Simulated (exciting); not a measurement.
# Ta (Im-3m) in exciting: reference runs

How does Ta come out in PBE? The cell is run as given and disturbed, and energy against volume gives the equilibrium volume and stiffness.

All numbers are computed with exciting (release sodium); they aren't measurements. Logs are shortened: lines on timing, memory, paths and dates and some standing lists are left out, and cuts for length are marked.

**Experimental background.**

From “Pressure effects on the electronic structure and superconductivity of (TaNb)0.67(HfZrTi)0.33 high entropy alloy”, 2019, arxiv:1910.08312, for a bulk crystal of Ta: bulk modulus 194 GPa.

The results are compared with them further down.

### Step 1. The crystal as given

The structure is cubic, space group Im-3m (No. 229). The conventional cell has a = 3.303 Å, b = 3.303 Å, c = 3.303 Å, α = 90.00°, β = 90.00°, γ = 90.00°. Ta (site symmetry m-3m) is surrounded by 8 Ta at 2.86 Å.

### Step 2. Single point, PBE

File input.xml:

```xml
<input>
  <title>Ta</title>
  <structure speciespath="./" tshift="false">
    <crystal scale="1">
      <basevect>-3.120466955072 3.120466955072 3.120466955072</basevect>
      <basevect>3.120466955072 -3.120466955072 3.120466955072</basevect>
      <basevect>3.120466955072 3.120466955072 -3.120466955072</basevect>
    </crystal>
    <species speciesfile="Ta.xml" rmt="2.3">
      <atom coord="0.000000000000 0.000000000000 0.000000000000"/>
    </species>
  </structure>
  <groundstate do="fromscratch" ngridk="11 11 11" rgkmax="9" gmaxvr="14" lmaxapw="10" lmaxmat="10" lmaxvr="8" xctype="GGA_PBE" stype="Fermi Dirac" swidth="0.00183747" nempty="12" ValenceRelativity="iora*" epsengy="1e-05" epspot="1e-05" maxscl="60" tforce="true" outputlevel="normal"/>
  <properties>
    <chargedensityplot>
      <plot3d>
        <box grid="15 15 15">
          <origin coord="0 0 0"/>
          <point coord="1 0 0"/>
          <point coord="0 1 0"/>
          <point coord="0 0 1"/>
        </box>
      </plot3d>
    </chargedensityplot>
    <elfplot>
      <plot3d>
        <box grid="15 15 15">
          <origin coord="0 0 0"/>
          <point coord="1 0 0"/>
          <point coord="0 1 0"/>
          <point coord="0 0 1"/>
        </box>
      </plot3d>
    </elfplot>
    <exccplot>
      <plot3d>
        <box grid="15 15 15">
          <origin coord="0 0 0"/>
          <point coord="1 0 0"/>
          <point coord="0 1 0"/>
          <point coord="0 0 1"/>
        </box>
      </plot3d>
    </exccplot>
  </properties>
</input>
```

Potentials or basis: all-electron LAPW+lo, shipped species files, valence relativity iora*.

Run with:

```console
OMP_NUM_THREADS=1 exciting_smp
```

INFO.OUT:

```text
================================================================================
EXCITING SODIUM started
[... 10 lines left out ...]

 Lattice vectors (cartesian) :
     -3.1204669551      3.1204669551      3.1204669551
      3.1204669551     -3.1204669551      3.1204669551
      3.1204669551      3.1204669551     -3.1204669551

 Reciprocal lattice vectors (cartesian) :
     -0.0000000000      1.0067700440      1.0067700440
      1.0067700440     -0.0000000000      1.0067700440
      1.0067700440      1.0067700440     -0.0000000000

 Unit cell volume                           :     121.5398664935
 Brillouin zone volume                      :       2.0408958854

 Species :    1 (Ta)
     parameters loaded from                 :    Ta.xml
     name                                   :    tantalum
     nuclear charge                         :     -73.00000000
     electronic charge                      :      73.00000000
     atomic mass                            :  329847.84330000
     muffin-tin radius                      :       2.30000000
     # of radial points in muffin-tin       :     450

     atomic positions (lattice) :
       1 :   0.00000000  0.00000000  0.00000000

 Total number of atoms per unit cell        :       1

 Spin treatment                             :    spin-unpolarised

 Number of Bravais lattice symmetries       :      48
 Number of crystal symmetries               :      48

 k-point grid                               :      11   11   11
 Total number of k-points                   :      56
 k-point set is reduced with crystal symmetries

 R^MT_min * |G+k|_max (rgkmax)              :       9.00000000
 Species with R^MT_min                      :       1 (Ta)
 Maximum |G+k| for APW functions            :       3.91304348
 Maximum |G| for potential and density      :      14.00000000

 G-vector grid sizes                        :      25    25    25
 Total number of G-vectors                  :    5481

 Maximum angular momentum used for
     APW functions                          :      10
     computing H and O matrix elements      :      10
     potential and density                  :       8
     inner part of muffin-tin               :       2

 Total nuclear charge                       :     -73.00000000
 Total electronic charge                    :      73.00000000
 Total core charge                          :      46.00000000
 Total valence charge                       :      27.00000000

 Number of empty states                     :      12
 Total number of valence states             :      26

 Maximum Hamiltonian size                   :     162
 Maximum number of plane-waves              :     135
 Total number of local-orbitals             :      27

 Exchange-correlation type                  :      20
[... 23 lines left out ...]
+ SCF iteration number :    1                                                  +
++++++++++++++++++++++++++++++++++++++++++++++++++++++++++++++++++++++++++++++++
 Total energy                               :    -15614.37755888
 _______________________________________________________________
 Fermi energy                               :         0.48510833
 Kinetic energy                             :     17549.73794644
 Coulomb energy                             :    -32846.69556920
 Exchange energy                            :      -312.99389208
 Correlation energy                         :        -4.42604404

 DOS at Fermi energy (states/Ha/cell)       :        33.49804830

 Electron charges :
     core                                   :        46.00000000
     core leakage                           :         0.00000934
     valence                                :        27.00000000
     interstitial                           :         2.87769224
     charge in muffin-tin spheres :
                  atom     1    Ta          :        70.12230776
     total charge in muffin-tins            :        70.12230776
     total charge                           :        73.00000000

++++++++++++++++++++++++++++++++++++++++++++++++++++++++++++++++++++++++++++++++
+ SCF iteration number :    2                                                  +
++++++++++++++++++++++++++++++++++++++++++++++++++++++++++++++++++++++++++++++++
 Total energy                               :    -15622.45238954
 _______________________________________________________________
 Fermi energy                               :         0.48162166
 Kinetic energy                             :     17545.06371418
 Coulomb energy                             :    -32849.94323232
 Exchange energy                            :      -313.14594668
 Correlation energy                         :        -4.42692472

 DOS at Fermi energy (states/Ha/cell)       :        31.08596695

 Electron charges :
     core                                   :        46.00000000
     core leakage                           :         0.00000908
     valence                                :        27.00000000
     interstitial                           :         2.83192798
     charge in muffin-tin spheres :
                  atom     1    Ta          :        70.16807202
     total charge in muffin-tins            :        70.16807202
     total charge                           :        73.00000000

 RMS change in effective potential (target) :  0.341746E-01  ( 0.100000E-04)
 Absolute change in total energy   (target) :   8.07483      ( 0.100000E-04)
 Charge distance                   (target) :  0.160152E-02  ( 0.100000E-04)
 Abs. change in max-nonIBS-force   (target) :   0.00000      ( 0.500000E-04)

++++++++++++++++++++++++++++++++++++++++++++++++++++++++++++++++++++++++++++++++
+ SCF iteration number :    3                                                  +
++++++++++++++++++++++++++++++++++++++++++++++++++++++++++++++++++++++++++++++++
 Total energy                               :    -15625.05933357
 _______________________________________________________________
 Fermi energy                               :         0.47985184
 Kinetic energy                             :     17543.21067680
 Coulomb energy                             :    -32850.65187268
 Exchange energy                            :      -313.19103164
 Correlation energy                         :        -4.42710605

 DOS at Fermi energy (states/Ha/cell)       :        28.03927414

 Electron charges :
     core                                   :        46.00000000
     core leakage                           :         0.00000900
     valence                                :        27.00000000
     interstitial                           :         2.80660772
     charge in muffin-tin spheres :
                  atom     1    Ta          :        70.19339228
     total charge in muffin-tins            :        70.19339228
     total charge                           :        73.00000000
[... 185 lines left out ...]
 DOS at Fermi energy (states/Ha/cell)       :        24.35862351

 Electron charges :
     core                                   :        46.00000000
     core leakage                           :         0.00000896
     valence                                :        27.00000000
     interstitial                           :         2.77765217
     charge in muffin-tin spheres :
                  atom     1    Ta          :        70.22234783
     total charge in muffin-tins            :        70.22234783
     total charge                           :        73.00000000

 RMS change in effective potential (target) :  0.696663E-08  ( 0.100000E-04)
 Absolute change in total energy   (target) :  0.398658E-05  ( 0.100000E-04)
 Charge distance                   (target) :  0.156254E-08  ( 0.100000E-04)
 Abs. change in max-nonIBS-force   (target) :   0.00000      ( 0.500000E-04)

++++++++++++++++++++++++++++++++++++++++++++++++++++++++++++++++++++++++++++++++
+ SCF iteration number :   11                                                  +
++++++++++++++++++++++++++++++++++++++++++++++++++++++++++++++++++++++++++++++++
 Total energy                               :    -15626.11660572
 _______________________________________________________________
 Fermi energy                               :         0.47767957
 Kinetic energy                             :     17541.82815751
 Coulomb energy                             :    -32850.31558883
 Exchange energy                            :      -313.20216190
 Correlation energy                         :        -4.42701249

 DOS at Fermi energy (states/Ha/cell)       :        24.35860336

 Electron charges :
     core                                   :        46.00000000
     core leakage                           :         0.00000896
     valence                                :        27.00000000
     interstitial                           :         2.77765211
     charge in muffin-tin spheres :
                  atom     1    Ta          :        70.22234789
     total charge in muffin-tins            :        70.22234789
     total charge                           :        73.00000000

 RMS change in effective potential (target) :  0.757526E-08  ( 0.100000E-04)
 Absolute change in total energy   (target) :  0.222379E-05  ( 0.100000E-04)
 Charge distance                   (target) :  0.177925E-08  ( 0.100000E-04)
 Abs. change in max-nonIBS-force   (target) :   0.00000      ( 0.500000E-04)

++++++++++++++++++++++++++++++++++++++++++++++++++++++++++++++++++++++++++++++++
| Convergency criteria checked for the last 2 iterations                       +
| Convergence targets achieved. Performing final SCF iteration                 +
++++++++++++++++++++++++++++++++++++++++++++++++++++++++++++++++++++++++++++++++
 Total energy                               :    -15626.11660378
 _______________________________________________________________
 Fermi energy                               :         0.47767955
 Kinetic energy                             :     17541.82815843
 Coulomb energy                             :    -32850.31558787
 Exchange energy                            :      -313.20216185
 Correlation energy                         :        -4.42701249

 DOS at Fermi energy (states/Ha/cell)       :        24.35862364

 Electron charges :
     core                                   :        46.00000000
     core leakage                           :         0.00000896
     valence                                :        27.00000000
     interstitial                           :         2.77765216
     charge in muffin-tin spheres :
                  atom     1    Ta          :        70.22234784
     total charge in muffin-tins            :        70.22234784
     total charge                           :        73.00000000

++++++++++++++++++++++++++++++++++++++++++++++++++++++++++++++++++++++++++++++++
+ Self-consistent loop stopped                                                 +
++++++++++++++++++++++++++++++++++++++++++++++++++++++++++++++++++++++++++++++++
 STATE.OUT is written

--------------------------------------------------------------------------------
- Writing atomic positions and forces                                          -
--------------------------------------------------------------------------------

 Atomic positions (lattice) :
 atom     1  Ta  :     0.00000000    0.00000000    0.00000000

 Total atomic forces including IBS (cartesian) :
 atom     1  Ta  :     0.00000000    0.00000000    0.00000000

 Atomic force components including IBS (cartesian) :
 atom     1  Ta  :     0.00000000    0.00000000    0.00000000   HF force
                 :     0.00000000    0.00000000    0.00000000   core correction
                 :     0.00000000    0.00000000    0.00000000   IBS correction

********************************************************************************
[... 7 lines left out ...]
| EXCITING SODIUM stopped                                                      =
================================================================================
```

Wall time 45 s (1 thread of Arm Neoverse V1, shared host); peak memory 0.1 GiB.

What came out:

* Free energy: -425208.3026 eV
* Band gap on the k mesh: none (metal or under the smearing width)
* All electrons inside the program's atomic spheres: Ta 70.22 (radii Ta 2.3 bohr)

Caveat: the log's total energy holds no entropy term; the free energy is that total less TS from the occupations. Spin-orbit coupling is left out, which matters for the levels of Ta.

### Step 3. Single point, PBE (cell strained at random at fixed volume)

Edit input.xml of step 2 so:

```diff
@@ -4,8 +4,8 @@
     <crystal scale="1">
-      <basevect>-3.120466955072 3.120466955072 3.120466955072</basevect>
-      <basevect>3.120466955072 -3.120466955072 3.120466955072</basevect>
-      <basevect>3.120466955072 3.120466955072 -3.120466955072</basevect>
+      <basevect>-3.062743380869 3.126831552660 3.078817391285</basevect>
+      <basevect>3.208378904116 -3.073015932083 3.170637293955</basevect>
+      <basevect>3.065959694733 3.076232245947 -3.025001770708</basevect>
     </crystal>
     <species speciesfile="Ta.xml" rmt="2.3">
-      <atom coord="0.000000000000 0.000000000000 0.000000000000"/>
+      <atom coord="0.001911000000 -0.023575000000 -0.004103000000"/>
     </species>
```

Potentials or basis: all-electron LAPW+lo, shipped species files, valence relativity iora*.

Run with:

```console
OMP_NUM_THREADS=1 exciting_smp
```

Wall time 12 min (1 thread of Arm Neoverse V1, shared host); peak memory 0.11 GiB.

Results (log left out):

- Free energy: -425208.2889 eV
- Band gap on the k mesh: none (metal or under the smearing width)
- All electrons inside the program's atomic spheres: Ta 70.23 (radii Ta 2.3 bohr)

Levels at points of the mesh, in eV from the Fermi level:
```tsv
k point	band 10	band 11	band 12	band 13	band 14	band 15	band 16	band 17	band 18	band 19
(0.00, 0.00, 0.00)	-18.83	-18.78	-7.90	0.36	0.60	1.17	4.01	4.13	14.15	14.72
```

Caveat: the log's total energy holds no entropy term; the free energy is that total less TS from the occupations.

### Step 4. Equation of state, PBE, 16.93 Å³/atom (volume scaled by 0.94)

File input.xml:

```xml
<input>
  <title>Ta</title>
  <structure speciespath="./" tshift="false">
    <crystal scale="1">
      <basevect>-3.056766081895 3.056766081895 3.056766081895</basevect>
      <basevect>3.056766081895 -3.056766081895 3.056766081895</basevect>
      <basevect>3.056766081895 3.056766081895 -3.056766081895</basevect>
    </crystal>
    <species speciesfile="Ta.xml" rmt="2.3">
      <atom coord="0.000000000000 0.000000000000 0.000000000000"/>
    </species>
  </structure>
  <groundstate do="fromscratch" ngridk="11 11 11" rgkmax="9" gmaxvr="14" lmaxapw="10" lmaxmat="10" lmaxvr="8" xctype="GGA_PBE" stype="Fermi Dirac" swidth="0.00183747" nempty="12" ValenceRelativity="iora*" epsengy="1e-05" epspot="1e-05" maxscl="60" outputlevel="normal"/>
</input>
```

Run with:

```console
OMP_NUM_THREADS=1 exciting_smp
```

Run time: 27 s. Hardware: 1 thread of Arm Neoverse V1, shared host; peak memory 0.09 GiB.

The run converged. Its results:

```yaml
Free_energy: -425208.2398 eV
Band_gap_on_the_k_mesh: none (metal or under the smearing width)
All_electrons_inside_the_program's_atomic_spheres: Ta 70.32 (radii Ta 2.3 bohr)
```

Caveat: the log's total energy holds no entropy term; the free energy is that total less TS from the occupations.

### Step 5. Equation of state, PBE, 17.29 Å³/atom (volume scaled by 0.96)

Edit input.xml of step 4 so:

```diff
@@ -4,5 +4,5 @@
     <crystal scale="1">
-      <basevect>-3.056766081895 3.056766081895 3.056766081895</basevect>
-      <basevect>3.056766081895 -3.056766081895 3.056766081895</basevect>
-      <basevect>3.056766081895 3.056766081895 -3.056766081895</basevect>
+      <basevect>-3.078293312783 3.078293312783 3.078293312783</basevect>
+      <basevect>3.078293312783 -3.078293312783 3.078293312783</basevect>
+      <basevect>3.078293312783 3.078293312783 -3.078293312783</basevect>
     </crystal>
```

Run with:

```console
OMP_NUM_THREADS=1 exciting_smp
```

Wall time 27 s (1 thread of Arm Neoverse V1, shared host); peak memory 0.1 GiB.

It converged, with:

```
Free energy                                       : -425208.2717 eV
Band gap on the k mesh                            : none (metal or under the smearing width)
All electrons inside the program's atomic spheres : Ta 70.28 (radii Ta 2.3 bohr)
```

Caveat: the log's total energy holds no entropy term; the free energy is that total less TS from the occupations.

### Step 6. Equation of state, PBE, 17.65 Å³/atom (volume scaled by 0.98)

Edit input.xml of step 5 so:

```diff
@@ -4,5 +4,5 @@
     <crystal scale="1">
-      <basevect>-3.078293312783 3.078293312783 3.078293312783</basevect>
-      <basevect>3.078293312783 -3.078293312783 3.078293312783</basevect>
-      <basevect>3.078293312783 3.078293312783 -3.078293312783</basevect>
+      <basevect>-3.099523592864 3.099523592864 3.099523592864</basevect>
+      <basevect>3.099523592864 -3.099523592864 3.099523592864</basevect>
+      <basevect>3.099523592864 3.099523592864 -3.099523592864</basevect>
     </crystal>
```

Potentials or basis: all-electron LAPW+lo, shipped species files, valence relativity iora*.

Run with:

```console
OMP_NUM_THREADS=1 exciting_smp
```

Wall time 27 s (1 thread of Arm Neoverse V1, shared host); peak memory 0.1 GiB.

It converged, with:

* Free energy: -425208.2922 eV
* Band gap on the k mesh: none (metal or under the smearing width)
* All electrons inside the program's atomic spheres: Ta 70.25 (radii Ta 2.3 bohr)

Caveat: the log's total energy holds no entropy term; the free energy is that total less TS from the occupations.

### Step 7. Equation of state, PBE, 18.01 Å³/atom

Edit input.xml of step 6 so:

```diff
@@ -4,5 +4,5 @@
     <crystal scale="1">
-      <basevect>-3.099523592864 3.099523592864 3.099523592864</basevect>
-      <basevect>3.099523592864 -3.099523592864 3.099523592864</basevect>
-      <basevect>3.099523592864 3.099523592864 -3.099523592864</basevect>
+      <basevect>-3.120466955072 3.120466955072 3.120466955072</basevect>
+      <basevect>3.120466955072 -3.120466955072 3.120466955072</basevect>
+      <basevect>3.120466955072 3.120466955072 -3.120466955072</basevect>
     </crystal>
```

Run with:

```console
OMP_NUM_THREADS=1 exciting_smp
```

Run time: 27 s. Hardware: 1 thread of Arm Neoverse V1, shared host; peak memory 0.1 GiB.

It converged, with:

| Property | Result |
| --- | --- |
| Free energy | -425208.3026 eV |
| Band gap on the k mesh | none (metal or under the smearing width) |
| All electrons inside the program's atomic spheres | Ta 70.22 (radii Ta 2.3 bohr) |

Caveat: the log's total energy holds no entropy term; the free energy is that total less TS from the occupations.

[end of part 1 of 2]
